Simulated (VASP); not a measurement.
# InP: band gap, by functional

InP, F-43m (no. 216), 2 atoms in the cell.

| Functional | Gap, path and mesh (eV) | Direct gap, path and mesh (eV) | Gap on the mesh (eV) | c of the potential (pure number) | Time (s) |
|---|---|---|---|---|---|
| mBJ (c = 1.0) | 0.90 | 0.90 | 0.90 | 1.000 | 23 |
| mBJ (c = 1.1) | 1.23 | 1.23 | 1.23 | 1.100 | 23 |
| mBJ (c = 1.2) | 1.58 | 1.58 | 1.58 | 1.200 | 25 |
| mBJ (c = 1.3) | 1.97 | 1.97 | 1.97 | 1.300 | 22 |
| mBJ (c = 1.45) | 2.62 | 2.62 | 2.62 | 1.450 | 26 |
| mBJ (c = 1.6) | 3.35 | 3.35 | 3.35 | 1.600 | 25 |

Limits: Spin-orbit coupling is left out, and with elements this heavy it changes the gap.

## Input of the first row

INCAR.step1:
```
SYSTEM = InP
ALGO = Normal ; EDIFF = 1E-5
ENCUT = 520 ; GGA = PE
GGA_COMPAT = .False. ; ISIF = 2
ISMEAR = 0 ; KPAR = 2
LASPH = .True. ; LCHARG = .False.
LREAL = .False. ; LWAVE = .True.
NBANDS = 16 ; NELM = 150
PREC = Accurate ; SIGMA = 0.02
```

INCAR.step2:
```
SYSTEM = InP
ALGO = Normal ; CMBJ = 1.0
EDIFF = 1E-6 ; ENCUT = 520
GGA_COMPAT = .False. ; ISIF = 0
ISMEAR = 0 ; ISTART = 1
KPAR = 2 ; LASPH = .True.
LCHARG = .False. ; LMIXTAU = .True.
LREAL = .False. ; LWAVE = .False.
METAGGA = MBJ ; NBANDS = 16
NELM = 300 ; PREC = Accurate
SIGMA = 0.02
```

KPOINTS:
```
k-points
0
Gamma
  7 7 7
```

KPOINTS_OPT:
```
path GXWKGLUWLK,UX
10
line-mode
reciprocal
 0.0000000000  0.0000000000  0.0000000000  G
 0.5000000000  0.0000000000  0.5000000000  X

 0.5000000000  0.0000000000  0.5000000000  X
 0.5000000000  0.2500000000  0.7500000000  W

 0.5000000000  0.2500000000  0.7500000000  W
 0.3750000000  0.3750000000  0.7500000000  K

 0.3750000000  0.3750000000  0.7500000000  K
 0.0000000000  0.0000000000  0.0000000000  G

 0.0000000000  0.0000000000  0.0000000000  G
 0.5000000000  0.5000000000  0.5000000000  L

 0.5000000000  0.5000000000  0.5000000000  L
 0.6250000000  0.2500000000  0.6250000000  U

 0.6250000000  0.2500000000  0.6250000000  U
 0.5000000000  0.2500000000  0.7500000000  W

 0.5000000000  0.2500000000  0.7500000000  W
 0.5000000000  0.5000000000  0.5000000000  L

 0.5000000000  0.5000000000  0.5000000000  L
 0.3750000000  0.3750000000  0.7500000000  K

 0.6250000000  0.2500000000  0.6250000000  U
 0.5000000000  0.0000000000  0.5000000000  X
```

POSCAR:
```
InP
1.0
    0.0000000000      2.9305000000      2.9305000000
    2.9305000000      0.0000000000      2.9305000000
    2.9305000000      2.9305000000      0.0000000000
In P
1 1
Direct
    0.0000000000      0.0000000000      0.0000000000
    0.7500000000      0.7500000000      0.7500000000
```

Commands (each step's output is kept before the next begins):
```
cat potpaw_PBE.64/In_d/POTCAR potpaw_PBE.64/P/POTCAR > POTCAR
cp INCAR.step1 INCAR
mpirun -np 2 vasp_std > vasp.out
cp INCAR.step2 INCAR
mpirun -np 2 vasp_std > vasp.out
```

Changes of the last row against the first:
```
(step 2)
- CMBJ = 1.0
+ CMBJ = 1.6
```

VASP 6.6.1 took 23 s on 2 cores (Intel Xeon 6975P-C (Granite Rapids)), a shared host.
